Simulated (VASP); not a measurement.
# Re in VASP: a series of runs

Aim: see how the results for Re move with the level of theory and the settings. Levels: revPBE, BLYP, PW91. Tasks: relaxation of the atoms.

Program: VASP 6.6.1. These are calculated values, not measurements. Logs are shortened: lines on timing, memory, paths and dates and some standing lists are left out, and cuts for length are marked.

## Step 1: The slab as given

The cell holds a slab with vacuum, 6 atoms: a = 2.793 Å, b = 2.793 Å, c = 24.875 Å, α = 90.00°, β = 90.00°, γ = 90.00°.

The slab is cut from a database's or a generator's crystal, which needn't be the stable form of the element.

## Step 2: Relaxation of the atoms, revPBE

Contents of INCAR:

```
ALGO = Normal ; DIPOL = 0.5 0.5 0.500
EDIFF = 1E-6 ; EDIFFG = -0.005
ENCUT = 520 ; GGA = RE
IBRION = 2 ; IDIPOL = 3
ISIF = 2 ; ISMEAR = -1
LASPH = T ; LCHARG = F
LDIPOL = T ; LREAL = F
LWAVE = F ; NELM = 80
NSW = 60 ; PREC = Accurate
SIGMA = 0.05
```

Contents of KPOINTS:

```
k-points
0
Gamma
  7 7 1
```

Contents of POSCAR:

```
Re
1.0
    2.7930717857      0.0000000000      0.0000000000
    0.0000000000      2.7930717857      0.0000000000
    0.0000000000      0.0000000000     24.8750000000
Re
6
Selective dynamics
Direct
    0.5000000000      0.5000000000      0.3015075377  F F F
    0.0000000000      0.0000000000      0.3809045226  F F F
    0.5000000000      0.5000000000      0.4603015075  F F F
    0.0000000000      0.0000000000      0.5396984925  T T T
    0.5000000000      0.5000000000      0.6190954774  T T T
    0.0000000000      0.0000000000      0.6984924623  T T T
```

Potentials or basis: VASP PAW PBE potentials, release 64 (Re).

Run with:

```sh
$ cat potpaw_PBE.64/Re/POTCAR > POTCAR
$ mpirun -np 1 vasp_std > vasp.out
```

OUTCAR:

```text
EDIFF = 1E-6
   EDIFFG = -0.005
   ENCUT = 520
   GGA = RE
   IBRION = 2
   ISIF = 2
   ISMEAR = -1
   LASPH = T
   LREAL = F
   NELM = 80
   NSW = 60
   PREC = Accurate

 ion  position               nearest neighbor table
   1  0.500  0.500  0.302-   2 2.79   2 2.79   2 2.79   2 2.79
   2  0.000  0.000  0.381-   1 2.79   3 2.79   1 2.79   3 2.79   1 2.79   3 2.79   1 2.79   3 2.79

   3  0.500  0.500  0.460-   2 2.79   2 2.79   2 2.79   2 2.79   4 2.79   4 2.79   4 2.79   4 2.79

   4  0.000  0.000  0.540-   5 2.79   5 2.79   5 2.79   5 2.79   3 2.79   3 2.79   3 2.79   3 2.79

   5  0.500  0.500  0.619-   4 2.79   6 2.79   4 2.79   6 2.79   4 2.79   6 2.79   4 2.79   6 2.79

   6  0.000  0.000  0.698-   5 2.79   5 2.79   5 2.79   5 2.79

  LATTYP: Found a simple tetragonal cell.
 ALAT       =     2.7930717857
 C/A-ratio  =     8.9059651554

  Lattice vectors:

 A1 = (   2.7930717857,   0.0000000000,   0.0000000000)
 A2 = (   0.0000000000,   2.7930717857,   0.0000000000)
 A3 = (   0.0000000000,   0.0000000000,  24.8750000000)

Analysis of symmetry for initial positions (statically):
=====================================================================
 Subroutine PRICEL returns:
 Original cell was already a primitive cell.

 Routine SETGRP: Setting up the symmetry group for a
 simple tetragonal supercell.

 Subroutine GETGRP returns: Found 16 space group operations
 (whereof  8 operations were pure point group operations)
 out of a pool of 16 trial point group operations.

The static configuration has the point symmetry C_4v.
 The point group associated with its full space group is D_4h.

Analysis of symmetry for dynamics (positions and initial velocities):
=====================================================================
 Subroutine PRICEL returns:
 Original cell was already a primitive cell.

 Routine SETGRP: Setting up the symmetry group for a
 simple tetragonal supercell.

 Subroutine GETGRP returns: Found 16 space group operations
 (whereof  8 operations were pure point group operations)
 out of a pool of 16 trial point group operations.

The dynamic configuration has the point symmetry C_4v.
 The point group associated with its full space group is D_4h.

Analysis of constrained symmetry for selective dynamics:
=====================================================================
 Subroutine PRICEL returns:
 Original cell was already a primitive cell.

 Routine SETGRP: Setting up the symmetry group for a
 simple tetragonal supercell.

 Subroutine GETGRP returns: Found  8 space group operations
 (whereof  8 operations were pure point group operations)
 out of a pool of 16 trial point group operations.

The constrained configuration has the point symmetry C_4v.

 Subroutine INISYM returns: Found  8 space group operations
 (whereof  8 operations are pure point group operations),
 and found     1 'primitive' translations

----------------------------------------------------------------------------------------

                                     Primitive cell

  volume of cell :     194.0561

  direct lattice vectors                    reciprocal lattice vectors
     2.793071786  0.000000000  0.000000000     0.358028750  0.000000000  0.000000000
     0.000000000  2.793071786  0.000000000     0.000000000  0.358028750  0.000000000
     0.000000000  0.000000000 24.875000000     0.000000000  0.000000000  0.040201005

  length of vectors
     2.793071786  2.793071786 24.875000000     0.358028750  0.358028750  0.040201005

  position of ions in fractional coordinates (direct lattice)
     0.500000000  0.500000000  0.301507538
     0.000000000  0.000000000  0.380904523
     0.500000000  0.500000000  0.460301507
     0.000000000  0.000000000  0.539698493
     0.500000000  0.500000000  0.619095477
     0.000000000  0.000000000  0.698492462

  ion indices of the primitive-cell ions
   primitive index   ion index
                 1           1
                 2           2
                 3           3
                 4           4
                 5           5
                 6           6

----------------------------------------------------------------------------------------

 KPOINTS: k-points

Automatic generation of k-mesh.
 Grid dimensions read from file:
 generate k-points for:    7    7    1

 Generating k-lattice:

  Cartesian coordinates                     Fractional coordinates (reciprocal lattice)
     0.051146964  0.000000000  0.000000000     0.142857143  0.000000000  0.000000000
     0.000000000  0.051146964  0.000000000     0.000000000  0.142857143  0.000000000
     0.000000000  0.000000000  0.040201005     0.000000000  0.000000000  1.000000000

  Length of vectors
     0.051146964  0.051146964  0.040201005

  Shift w.r.t. Gamma in fractional coordinates (k-lattice)
     0.000000000  0.000000000  0.000000000

 Subroutine IBZKPT returns following result:
 ===========================================

 Found     10 irreducible k-points:

 Following reciprocal coordinates:
            Coordinates               Weight
  0.000000  0.000000  0.000000      1.000000
  0.142857  0.000000  0.000000      4.000000
  0.285714  0.000000  0.000000      4.000000
  0.428571  0.000000  0.000000      4.000000
  0.142857  0.142857  0.000000      4.000000
  0.285714  0.142857  0.000000      8.000000
  0.428571  0.142857  0.000000      8.000000
  0.285714  0.285714  0.000000      4.000000
  0.428571  0.285714  0.000000      8.000000
  0.428571  0.428571  0.000000      4.000000
   k-points           NKPTS =     10   k-points in BZ     NKDIM =     10   number of bands    NBANDS=     25
   number of dos      NEDOS =    301   number of ions     NIONS =      6
   total plane-waves  NPLWV = 110592
   dimension x,y,z NGX =    24 NGY =   24 NGZ =  192
   dimension x,y,z NGXF=    48 NGYF=   48 NGZF=  384
   ions per type =               6
   NGX,Y,Z   is equivalent  to a cutoff of  14.28, 14.28, 12.83 a.u.
   NGXF,Y,Z  is equivalent  to a cutoff of  28.57, 28.57, 25.66 a.u.
 SYSTEM =  unknown system
   PREC   = accura    normal or accurate (medium, high low for compatibility)
   ISTART =      0    job   : 0-new  1-cont  2-samecut
   ICHARG =      2    charge: 1-file 2-atom 10-const
   ISPIN  =      1    spin polarized calculation?
   LNONCOLLINEAR =      F non collinear calculations
   LSORBIT =      F    spin-orbit coupling
   LASPH  =      T    aspherical Exc in radial PAW
   ENCUT  =  520.0 eV  38.22 Ry    6.18 a.u.   5.19  5.19 46.25*2*pi/ulx,y,z
   NELM   =     80;   NELMIN=  2; NELMDL= -5     # of ELM steps
   EDIFF  = 0.1E-05   stopping-criterion for ELM
   LREAL  =      F    real-space projection
   EDIFFG = -.5E-02   stopping-criterion for IOM
   NSW    =     60    number of steps for IOM
   IBRION =      2    ionic relax: 0-MD 1-quasi-New 2-CG
   NFREE  =      1    steps in history (QN), initial steepest desc. (CG)
   ISIF   =      2    stress and relaxation
   ISYM   =      2    0-nonsym 1-usesym 2-fastsym
   POTIM  = 0.5000    time-step for ionic-motion
   TEBEG  =    0.0;   TEEND  =   0.0 temperature during run
   PSTRESS=    0.0 pullay stress
   NELECT =      42.0000    total number of electrons
   NUPDOWN=      -1.0000    fix difference up-down
   EMIN   =  10.00;   EMAX   =-10.00  energy-range for DOS
   EFERMI =   0.00;   METHOD = LEGACY
   ISMEAR =    -1;   SIGMA  =   0.05  broadening in eV -4-tet -1-fermi 0-gaus
   EFERMI_NEDOS =   21; number of points for ismear=-14 and -15
   IALGO  =     38    algorithm
   IMIX   =      4    mixing-type and parameters
     AMIX     =   0.40;   BMIX     =  1.00
     AMIX_MAG =   1.60;   BMIX_MAG =  1.00
  volume/ion in A,a.u.               =      32.34       218.26
  Fermi-wavevector in a.u.,A,eV,Ry     =   0.982914  1.857438 13.144858  0.966120
  Thomas-Fermi vector in A             =   2.114032
   LORBIT       =      0    0 simple, 1 ext, 2 COOP (PROOUT), +10 PAW based schemes
   GGA     = RE    functional components
   LHFCALC =     F    Hartree Fock is set to
   AEXX    =    0.0000 exact exchange contribution
   IVDW    =     0    specifies the selected vdW correction
   LEPSILON=     F    determine dielectric tensor
   LRPA    =     F    only Hartree local field effects (RPA)
 conjugate gradient relaxation of ions
 non-spin polarized calculation
  energy-cutoff  :      520.00
  volume of cell :      194.06
 maximum number of plane-waves:      5261
 NGX is ok and might be reduce to    24
   NGX = 11   NGY = 11   NGZ = 93

--------------------------------------- Ionic step        1  -------------------------------------------

 number of electron      42.0000002 magnetization

 Free energy of the ion-electron system (eV)
  ---------------------------------------------------
  ext. energy  EPLUGINS =         0.00000000
  ---------------------------------------------------
  free energy    TOTEN  =       -67.49707761 eV

  energy without entropy =      -67.42476433  energy(sigma->0) =      -67.46092097

------------------------ aborting loop because EDIFF is reached ----------------------------------------

  FORCE on cell =-STRESS in cart. coord.  units (eV):
  Direction    XX          YY          ZZ          XY          YZ          ZX
  --------------------------------------------------------------------------------------
  -------------------------------------------------------------------------------------
  Total       -9.5420014     -9.5420014     -8.6180119      0.0000000      0.0000000      0.0000000
  in kB      -78.7812329    -78.7812329    -71.1525368      0.0000000      0.0000000      0.0000000
  external PRESSURE =     -76.2383342 kB  Pullay stress =       0.0000000 kB
[... 101 lines left out ...]
  FREE ENERGIE OF THE ION-ELECTRON SYSTEM (eV)
  ---------------------------------------------------
  free  energy   TOTEN  =       -67.6230203543 eV

  energy  without entropy=      -67.5539752502  energy(sigma->0) =      -67.58849780

 dipolmoment           0.000000      0.000000      0.012903 electrons x Angstroem

[... ionic steps 4 to 11 ...]

--------------------------------------- Ionic step       12  -------------------------------------------

 number of electron      42.0000001 magnetization

------------------------ aborting loop because EDIFF is reached ----------------------------------------

 vacuum level on the upper side and lower side of the slab       (xc-potential included)        -0.131         0.021

  FORCE on cell =-STRESS in cart. coord.  units (eV):
  Direction    XX          YY          ZZ          XY          YZ          ZX
  --------------------------------------------------------------------------------------
  -------------------------------------------------------------------------------------
  Total       -5.8282164     -5.8282164     -3.8957777      0.0000000      0.0000000      0.0000000
  in kB      -48.1192630    -48.1192630    -32.1645492      0.0000000      0.0000000      0.0000000
  external PRESSURE =     -42.8010250 kB  Pullay stress =       0.0000000 kB
[... 67 lines left out ...]
--------------------------------------- Ionic step       14  -------------------------------------------

 number of electron      42.0000001 magnetization

 dipolmoment           0.000000      0.000000     -0.009358 electrons x Angstroem

 Free energy of the ion-electron system (eV)
  ---------------------------------------------------
  ext. energy  EPLUGINS =         0.00000000
  ---------------------------------------------------
  free energy    TOTEN  =       -67.65281889 eV

  energy without entropy =      -67.58481572  energy(sigma->0) =      -67.61881731

 E-fermi :   1.2767     XC(G=0):  -7.2317

 val. band max:        1.2652050347   @ k =   0.4286   0.2857   0.0000
 cond. band min:       1.2800016921   @ k =   0.2857   0.0000   0.0000
 fundamental gap:      0.0147966574
 Fermi energy:         1.2766605493

 k-point     1 :       0.0000    0.0000    0.0000
  band No.  band energies     occupation
      1      -8.3057      2.00000
      2      -7.3428      2.00000
      3      -5.9697      2.00000
      4      -5.1587      2.00000
      5      -4.7925      2.00000
      6      -4.6570      2.00000
[... 269 lines left out ...]
     24       3.8722      0.00000
     25       3.9350      0.00000

------------------------ aborting loop because EDIFF is reached ----------------------------------------

 vacuum level on the upper side and lower side of the slab       (xc-potential included)        -0.246        -0.038

  FORCE on cell =-STRESS in cart. coord.  units (eV):
  Direction    XX          YY          ZZ          XY          YZ          ZX
  --------------------------------------------------------------------------------------
  -------------------------------------------------------------------------------------
  Total       -5.7739541     -5.7739541     -3.7855858      0.0000000      0.0000000      0.0000000
  in kB      -47.6712596    -47.6712596    -31.2547761      0.0000000      0.0000000      0.0000000
  external PRESSURE =     -42.1990985 kB  Pullay stress =       0.0000000 kB
[... 21 lines left out ...]
  FREE ENERGIE OF THE ION-ELECTRON SYSTEM (eV)
  ---------------------------------------------------
  free  energy   TOTEN  =       -67.6528188908 eV

  energy  without entropy=      -67.5848157243  energy(sigma->0) =      -67.61881731

 reached required accuracy - stopping structural energy minimisation

 vacuum level on the upper side and lower side of the slab         5.687         5.900
```

It took 9.3 min on 1 thread of Intel Xeon 6975P-C (Granite Rapids), shared host; peak memory 0.34 GiB.

What came out:

```yaml
Free_energy: -67.6528 eV
Energy_gained_by_relaxing: 26.0 meV/atom
Ionic_steps: 14
Band_gap_on_the_k_mesh: none (metal or under the smearing width)
```

Step by step:
| step | energy change (eV) | largest force (eV/Å) | pressure (GPa) |
| --- | --- | --- | --- |
| 1 | 0.0000 | 1.3558 | -7.62 |
| 2 | -0.0954 | 1.3306 | -6.69 |
| 3 | -0.1259 | 1.3229 | -5.74 |
| 4 | -0.1260 | 1.3229 | -5.79 |
| 5 | -0.1326 | 1.3216 | -5.62 |
| 6 | -0.1471 | 1.3286 | -5.07 |
| 7 | -0.1514 | 1.3386 | -3.93 |
| 8 | -0.1538 | 1.3318 | -4.39 |
| 9 | -0.1540 | 1.3589 | -4.02 |
| 10 | -0.1557 | 1.3499 | -4.16 |
| 11 | -0.1557 | 1.3445 | -4.20 |
| 12 | -0.1557 | 1.3408 | -4.28 |
| 13 | -0.1557 | 1.3451 | -4.23 |
| 14 | -0.1557 | 1.3455 | -4.22 |

Final structure:
```cif
data_structure
_symmetry_space_group_name_H-M 'P 1'
_symmetry_Int_Tables_number 1
_cell_length_a 2.7931
_cell_length_b 2.7931
_cell_length_c 24.8750
_cell_angle_alpha 90.000
_cell_angle_beta 90.000
_cell_angle_gamma 90.000
_cell_volume 194.06
loop_
_atom_site_label
_atom_site_type_symbol
_atom_site_fract_x
_atom_site_fract_y
_atom_site_fract_z
_atom_site_occupancy
Re1 Re 0.50000 0.50000 0.30151 1
Re2 Re 0.00000 0.00000 0.38090 1
Re3 Re 0.50000 0.50000 0.46030 1
Re4 Re 0.00000 0.00000 0.53793 1
Re5 Re 0.50000 0.50000 0.61754 1
Re6 Re 0.00000 0.00000 0.68915 1
```

Caveat: the PAW data sets were made with another functional, which shifts forces and pressure a little.

(Part 1 of 2 ends here.)
